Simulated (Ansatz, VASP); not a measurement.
Mg3H: VASP beside Ansatz

```
Mg H
1.0
     5.65693    0.00000    0.00000
    -2.82847    4.89905    0.00000
     0.00000    0.00000    4.54056
Mg H
6 2
Direct
  0.83300 0.66600 0.25000
  0.16700 0.83300 0.75000
  0.33400 0.16700 0.25000
  0.16700 0.33400 0.75000
  0.83300 0.16700 0.25000
  0.66600 0.83300 0.75000
  0.33333 0.66667 0.25000
  0.66667 0.33333 0.75000
```

Alike in both runs: task relaxation of cell and atoms; functional PBE; k mesh 6 × 6 × 4; occupations gaussian, width 0.1 eV; no spin polarisation.

```csv
,VASP,Ansatz
version,VASP 6.6.1,Ansatz 0.2.0
potentials or method,"VASP PAW PBE potentials, release 64 (Mg, H)","scalar-relativistic, plane waves, PAW"
plane-wave cutoff (eV),600,420
valence electrons in the cell,14,62
```

Ansatz gave:

- gap on the k mesh at the Fermi level, each at its own relaxed structure (eV): none
- relaxed volume (Å³/atom): 19.78
- relaxed cell length with the largest relative difference (Å): 5.255
- energy change over the relaxation (meV/atom): -145

Problem. Estimate VASP's values.

Solution. gap on the k mesh at the Fermi level, each at its own relaxed structure (eV): none; relaxed volume (Å³/atom): 19.83; relaxed cell length with the largest relative difference (Å): 5.270; energy change over the relaxation (meV/atom): -143.

A gap of «none» marks a metal or a gap that the smearing closes. The two sets of potentials don't hold the same shells in valence.

Caveats: the volume moved by over 15 % at a fixed basis, so the end points are rough (VASP).
